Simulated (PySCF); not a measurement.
Isomers of C7H10, one conformer each; single-point electronic energies without zero-point terms and without any empirical dispersion term.

All values: PBE0/pcSseg-1 (PySCF, non-relativistic), each on one gas-phase PBE0-D3(BJ)/def2-SVP geometry that isn't relaxed in the solvent. The solvent is an IEF-PCM continuum (Bondi radii, 1.10 Å for H, scaled by 1.2). The model holds no explicit solvent molecules, cavitation or dispersion.

```tsv
isomer	relative energy, gas (kcal/mol)	dipole (D)
`C1=C[C@H]2CC[C@@H]1C2`	0.0	0.36
`C=C1CC/C1=C/C`	24.3	0.35
```

**Question.** How do the relative energies look in chloroform (ε = 4.711)?

**Answer.** 
| isomer | relative energy, solvent (kcal/mol) | E(solvent) − E(gas) (kcal/mol) | dipole in solvent (D) |
| --- | --- | --- | --- |
| `C1=C[C@H]2CC[C@@H]1C2` | 0.0 | -1.0 | 0.49 |
| `C=C1CC/C1=C/C` | 23.6 | -1.7 | 0.45 |

The order is unchanged. `C=C1CC/C1=C/C` gains most from the continuum, while `C1=C[C@H]2CC[C@@H]1C2` has the largest gas-phase dipole. The gains span 0.7 kcal/mol, the gas-phase energies 24.3 kcal/mol.
